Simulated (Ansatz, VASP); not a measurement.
# BN in VASP and in Ansatz

File POSCAR:

```
BN
1.0
    0.0000000000      1.8048137555      1.8048137555
    1.8048137555      0.0000000000      1.8048137555
    1.8048137555      1.8048137555      0.0000000000
B N
1 1
Direct
    0.0000000000      0.0000000000      0.0000000000
    0.7500000000      0.7500000000      0.7500000000
```

INCAR.step1

```
SYSTEM = BN
  PREC = Accurate
  ENCUT = 520
  ISMEAR = 0
  SIGMA = 0.02
  LREAL = .False.
  LASPH = .True.
  NELM = 100
  NBANDS = 11
  GGA = PE
  ALGO = Normal
  EDIFF = 1E-4
  LWAVE = .True.
  LCHARG = .False.
```

File INCAR.step2:

```
SYSTEM = BN
  PREC = Accurate
  ENCUT = 520
  EDIFF = 1E-6
  ISMEAR = 0
  SIGMA = 0.02
  LREAL = .False.
  LASPH = .True.
  NELM = 100
  ALGO = Normal
  ISIF = 2
  LWAVE = .False.
  LCHARG = .False.
  METAGGA = R2SCAN
  LMIXTAU = .True.
  NBANDS = 11
  ISTART = 1
```

KPOINTS

```
Automatic mesh
0
Gamma
  12 12 12
  0 0 0
```

Input for Ansatz:

```yaml
crystal:
  lattice:
    - [0.0, 1.8048137562, 1.8048137562]
    - [1.8048137562, 0.0, 1.8048137562]
    - [1.8048137562, 1.8048137562, 0.0]
  atoms:
    - { symbol: B, position: [0.0, 0.0, 0.0] }
    - { symbol: "N", position: [0.75, 0.75, 0.75] }
basis:
  ecutwfc: 500
kpoints:
  mp_grid: { grid: [12, 12, 12] }
hamiltonian:
  xc: r2scan
scf:
  occupations: { method: gaussian, width: 0.02 }
output:
  forces: false
  stress: false
  eigenvalues: true
  eigenstates:
    kpoints:
      - [0.0, 0.0, 0.0]
      - [0.0, 0.005744901, 0.005744901]
      - [0.0, -0.005744901, -0.005744901]
      - [0.005744901, 0.0, 0.005744901]
      - [-0.005744901, 0.0, -0.005744901]
      - [0.005744901, 0.005744901, 0.0]
      - [-0.005744901, -0.005744901, 0.0]
      - [0.004062258, 0.004062258, 0.008124516]
      - [-0.004062258, -0.004062258, -0.008124516]
      - [0.004062258, 0.008124516, 0.004062258]
      - [-0.004062258, -0.008124516, -0.004062258]
      - [0.008124516, 0.004062258, 0.004062258]
      - [-0.008124516, -0.004062258, -0.004062258]
      - [0.00663364, 0.00663364, 0.00663364]
      - [-0.00663364, -0.00663364, -0.00663364]
      - [0.0, 0.5, 0.5]
      - [0.0, 0.505744901, 0.505744901]
      - [0.0, 0.494255099, 0.494255099]
      - [0.005744901, 0.5, 0.505744901]
      - [-0.005744901, 0.5, 0.494255099]
      - [0.005744901, 0.505744901, 0.5]
      - [-0.005744901, 0.494255099, 0.5]
      - [0.004062258, 0.504062258, 0.508124516]
      - [-0.004062258, 0.495937742, 0.491875484]
      - [0.004062258, 0.508124516, 0.504062258]
      - [-0.004062258, 0.491875484, 0.495937742]
      - [0.008124516, 0.504062258, 0.504062258]
      - [-0.008124516, 0.495937742, 0.495937742]
      - [0.00663364, 0.50663364, 0.50663364]
      - [-0.00663364, 0.49336636, 0.49336636]
    e_range: [-6.502912, 6.502912]
checkpoint:
  read: start.run
  write: ck
  compress: false
  write_wavefunctions: false
  write_every: 100000
```

The cell is a database's computed one.

Alike in both runs: task single point; functional r2SCAN; k mesh 12 × 12 × 12; occupations gaussian, width 0.02 eV; no spin polarisation.

|  | VASP | Ansatz |
| --- | --- | --- |
| version | VASP 6.6.1 | Ansatz 0.2.0 |
| potentials or method | VASP PAW PBE potentials, release 64 (B, N) | scalar-relativistic, plane waves, PAW |
| plane-wave cutoff (eV) | 520 | 500 |
| valence electrons in the cell | 8 | 8 |

|  | VASP | Ansatz | Ansatz less VASP |
| --- | --- | --- | --- |
| gap on the k mesh at the Fermi level (eV) | 4.98 | 5.00 | +0.021 |
| least direct gap on the mesh (eV) | 9.55 | 9.59 | +0.039 |

With one functional, cell and mesh, what is left measures potentials, basis and numerics.

 A k mesh can miss the band edges. r2SCAN opens gaps a little over a GGA but as a rule still falls short of measured ones.
